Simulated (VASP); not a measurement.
Be under changes of volume

One of the cells (8.268 Å³/atom); the others are scaled copies at fixed shape and fractional positions:

```
Be
1.0
     2.30043    0.00000    0.00000
    -1.15022    1.99224    0.00000
     0.00000    0.00000    3.60794
Be
2
Direct
  0.66667 0.33333 0.75000
  0.33333 0.66667 0.25000
```

| Item | Value |
| --- | --- |
| Program | VASP 6.6.1 |
| Functional | PBE |
| Potentials or basis | VASP PAW PBE potentials, release 64 (Be) |
| Cutoff | 520 eV |
| k mesh | 13 × 13 × 8 |
| Occupations | fermi-dirac, width 0.05 eV |
| Spin | no spin polarisation |

| volume (Å³/atom) | energy over the lowest point (meV/atom) | pressure (GPa) |
| --- | --- | --- |
| 7.619 | 4.77 | 5.2 |
| 7.781 | 1.01 | 2.3 |
| 7.943 | 0.00 | -0.3 |
| 8.268 | 5.35 | -4.9 |
| 8.430 | 11.31 | -6.9 |
| 8.592 | ? | ? |

Problem. What does the run at 8.592 Å³/atom give?

Solution. Energy over the lowest point 19.21 meV/atom; pressure -8.7 GPa.

Worked out: A Birch-Murnaghan fit of order 3 (a polynomial in V^(-2/3)) to the other rows has its minimum at 7.93 Å³/atom with B0 = V·E''(V) = 123 GPa and B' = 3.1 at fixed shape and positions, which overstates the stiffness. It gives 19.22 meV/atom at 8.592 Å³/atom, against the run's 19.21, and -dE/dV = -8.7 GPa, against -8.7.

Energies are extrapolated to zero smearing.
